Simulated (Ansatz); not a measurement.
# Stress against strain in ZrO2

```xyz
6
Lattice="3.5961 0.0000 0.0000 0.0000 3.5961 0.0000 0.0000 0.0000 5.1770" Properties=species:S:1:pos:R:3 pbc="T T T"
Zr    0.0000    0.0000    0.0000
Zr    1.7980    1.7980    2.5885
O     0.0000    1.7980    1.0509
O     0.0000    1.7980    3.6394
O     1.7980    0.0000    1.5376
O     1.7980    0.0000    4.1261
```

Atoms are numbered in the order listed.

The cell is COD entry 2300612, as deposited and not checked against the literature; nothing was relaxed.

Method: DFT, PBEsol, all-electron LAPW, scalar-relativistic in Ansatz 0.2.0.

Sampling and basis: a Γ-centred 6×6×4 k mesh, Fermi–Dirac smearing of 0.01 eV, basis error target 0.5 meV/atom, no spin polarisation.

The strain is applied along the Cartesian axes of the cell as listed (the other components stay zero). Fractional coordinates are held (clamped ions).

σ is the change of stress from the unstrained cell, which is at -2.02 GPa; tension is positive, so slopes are stress–strain coefficients at that pressure.

Only quantities that a quadratic follows smoothly over the whole series are listed; rougher ones are left out.

```csv
εzz,σzz (GPa),σxx (GPa)
-0.0300,-14.16,-3.78
-0.0200,-9.20,-2.44
0.0000,0.00,0.00
0.0100,4.26,1.11
0.0200,8.32,2.15
0.0300,12.19,3.12
```

Q: Fit the series and read off the stiffness at zero strain.

A: Least-squares fits y = p0 + p1 x + p2 x² to the rows give σzz (GPa): p1 = 439, p2 = -1100; σxx (GPa): p1 = 115, p2 = -370. So C33 = 439 GPa and C13 = 115 GPa, for these axes.

Q: One run, at εzz = -0.0100, is withheld. Predict its row.

A: The fits give -4.50, -1.19; the run gave -4.48, -1.18.
